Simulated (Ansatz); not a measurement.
## As: what symmetry allows forces and stress to be

```xyz
2
Lattice="1.9298 1.1142 3.6308 -1.9298 1.1142 3.6308 0.0000 -2.2283 3.6308" Properties=species:S:1:pos:R:3 pbc="T T T"
As    0.0000    0.0000    2.2181
As    0.0000    0.0000    8.6745
```

These are results of DFT PBE, scalar-relativistic, plane waves, PAW (Ansatz), not measurements.

Cutoff 420 eV; k points 12×12×12 on the computed 2-atom cell (Γ-centred); Gaussian smearing, width 0.10 eV; no spin polarisation.

This distorted cell has space group R-3m, with 12 operations.

Task: Without a calculation: in which directions can each atom feel a force?

Result: A force must be left unchanged by every operation that keeps its atom in place, so it lies in the space that those operations leave fixed. Atoms that the group maps onto each other feel forces of one size.
```tsv
atom	site symmetry	operations at the site	equivalent to atom	allowed force (Cartesian)
As1	3m	6	1	along (0.00, 0.00, 1.00)
As2	3m	6	1	along (0.00, 0.00, 1.00)
```

That leaves 1 independent force component of 6. A relaxation in this cell that keeps the symmetry moves the atoms in these directions alone.

Task: And the stress tensor?

Result: It must be invariant under the point group, which leaves 2 independent components: yz, xz, xy vanish; xx = yy.

Task: Do the computed values obey this?

Result: Yes. Forces (eV/Å):
```
As1  0.000  0.000  3.147
As2  0.000  0.000 -3.147
```

Stress (GPa, compression positive, xx yy zz yz xz xy): 13.08 13.08 4.96 0.00 0.00 0.00. The program imposes the same operations on density, forces and stress, so this confirms the analysis and is no independent test of the calculation.

The cell holds layers, and where no dispersion correction was added their binding is poorly described.